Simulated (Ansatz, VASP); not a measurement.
One calculation of TiH3, two programs

```
CELL_PARAMETERS angstrom
3.54236 0.00000 0.00000
-1.77118 3.06777 0.00000
0.00000 0.00000 5.93107
ATOMIC_POSITIONS crystal
Ti 0.33333 0.66667 0.25000
Ti 0.66667 0.33333 0.75000
H 0.33333 0.66667 0.56342
H 0.33333 0.66667 0.93658
H 0.66667 0.33333 0.43658
H 0.66667 0.33333 0.06342
H 0.00000 0.00000 0.25000
H 0.00000 0.00000 0.75000
```

Alike in both runs: task relaxation of cell and atoms; functional PBE; k mesh 6 × 6 × 4; occupations gaussian, width 0.1 eV; no spin polarisation.

|  | VASP | Ansatz |
| --- | --- | --- |
| version | VASP 6.6.1 | Ansatz 0.2.0 |
| potentials or method | VASP PAW PBE potentials, release 64 (Ti_sv, H) | scalar-relativistic, plane waves, PAW |
| plane-wave cutoff (eV) | 600 | 420 |
| valence electrons in the cell | 30 | 30 |

VASP gave:

```
gap on the k mesh at the Fermi level, each at its own relaxed structure (eV) : none
relaxed volume (Å³/atom)                                                     : 6.10
relaxed cell length with the largest relative difference (Å)                 : 5.601
energy change over the relaxation (meV/atom)                                 : -227
```

Problem. Which values does Ansatz return?

Solution. gap on the k mesh at the Fermi level, each at its own relaxed structure (eV): none; relaxed volume (Å³/atom): 6.06; relaxed cell length with the largest relative difference (Å): 5.585; energy change over the relaxation (meV/atom): -227.

A gap of «none» marks a metal or a gap that the smearing closes.

Caveats: the volume moved by over 15 % at a fixed basis, so the end points are rough (VASP).
